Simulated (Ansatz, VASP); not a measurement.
MgO: VASP beside Ansatz

Contents of INCAR:

```
SYSTEM = MgO
  ALGO = Normal
  EDIFF = 1E-7
  ENCUT = 520
  GGA = PS
  ISIF = 2
  ISMEAR = 0
  LASPH = .TRUE.
  LCHARG = .FALSE.
  LREAL = .FALSE.
  LWAVE = .FALSE.
  NBANDS = 16
  NELM = 100
  PREC = Accurate
  SIGMA = 0.05
```

KPOINTS

```
k-points
0
G
  9 9 6
  0 0 0
```

POSCAR

```
MgO
1.0
    3.5347000000      0.0000000000      0.0000000000
   -1.7673500000      3.0611399948      0.0000000000
    0.0000000000      0.0000000000      5.4209000000
Mg O
2 2
Direct
    0.3333333333      0.6666666667      0.0036583380
    0.6666666667      0.3333333333      0.5036583380
    0.3333333333      0.6666666667      0.4009416620
    0.6666666667      0.3333333333      0.9009416620
```

Input for Ansatz:

```yaml
crystal:
  lattice:
    - [3.5347, 0.0, 0.0]
    - [-1.76735, 3.0611399948, 0.0]
    - [0.0, 0.0, 5.4209]
  atoms:
    - { symbol: Mg, position: [0.3333333333, 0.6666666667, 0.003658338] }
    - { symbol: Mg, position: [0.6666666667, 0.3333333333, 0.503658338] }
    - { symbol: O, position: [0.3333333333, 0.6666666667, 0.400941662] }
    - { symbol: O, position: [0.6666666667, 0.3333333333, 0.900941662] }
basis:
  ecutwfc: 520.0
kpoints:
  mp_grid: { grid: [9, 9, 6] }
hamiltonian:
  xc: pbesol
  pseudopotentials: { kind: paw, azcp: { folder: soft_1 } }
scf:
  occupations: { method: gaussian, width: 0.05 }
output:
  forces: true
  stress: true
  eigenvalues: true
  write_density: true
  write_potential: true
  elf: true
  volumetric_format: npy
```

Alike in both runs: task single point; functional PBEsol; k mesh 9 × 9 × 6; occupations gaussian, width 0.05 eV; no spin polarisation.

|  | VASP | Ansatz |
| --- | --- | --- |
| version | VASP 6.6.1 | Ansatz 0.2.0 |
| potentials or method | VASP PAW PBE potentials, release 64 (Mg, O) | scalar-relativistic, plane waves, PAW |
| plane-wave cutoff (eV) | 520 | 520 |
| valence electrons in the cell | 16 | 32 |

```csv
,VASP,Ansatz,Ansatz less VASP
gap on the k mesh at the Fermi level (eV),2.33,2.34,+0.010
least direct gap on the mesh (eV),2.33,2.34,+0.010
pressure (GPa),-17.0,-16.6,+0.41
largest component of the traceless stress (GPa),1.10,1.05,-0.049
rms of the force components (eV/Å),0.093,0.092,-0.0014
```

Atom by atom the forces differ by 0.001 eV/Å (rms over components). The two sets of potentials don't hold the same shells in valence. Ansatz warned: «pseudo_functional_mismatch».

Caveats: so large a pressure means that the cell lies far from this level's equilibrium, or that cutoff or potentials fall short (VASP); the potentials were made for another functional, which shifts forces and pressure (VASP); an odd mesh through Γ misses points on the zone boundary, where band edges often lie.
